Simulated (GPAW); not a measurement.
Runs of GPAW 26.7.0 on Sn. The structure is tetragonal, space group I4_1/amd (No. 141). Conventional cell: a = 5.880 Å, b = 5.880 Å, c = 3.199 Å, α = 90.00°, β = 90.00°, γ = 90.00°. Sn (site symmetry -4m2) has 6 Sn at 3.05 to 3.20 Å as nearest neighbours. 

```csv
task,level,potentials or basis,spin,cell,eigensolver,band path,band points,spin axis theta (degrees),spin axis phi (degrees),pressure (GPa)
band structure,BLYP,"PAW data sets generated in the run's folder for this functional, pw","SOC, no magnetisation",as given,davidson,"GXMGZPNZ1M,XP",80,0,0,(a)
band structure,LDA,"the program's PAW data sets (release 1.2.1) made for this functional, pw","SOC, no magnetisation",as given,-,"GXMGZPNZ1M,XP",60,90,45,-3.3
relaxation of cell and atoms,r2SCAN,"GPAW PAW data sets (gpaw-data 1.2.1), pw",off,relaxed to 1 GPa,-,-,-,-,-,0.9
band structure,SOGGA,"PAW data sets generated in the run's folder for this functional, pw","SOC, no magnetisation",as given,-,"GXMGZPNZ1M,XP",60,0,0,-2.0
```

Alike in all rows: k mesh 7 × 7 × 7; cutoff (eV) 600; smearing fermi-dirac 0.05 eV.

Q: Fill in the values left out.

A: (a) 5.3.

Caveats: spin-orbit coupling was added after a scalar SCF, so levels and gaps hold it while energy, forces, pressure and moments don't (some runs); later steps reuse the first step's grids (some runs); the PAW data sets were made with another functional, which shifts forces and pressure a little (some runs).

Runs at the PBE level aren't shown here.
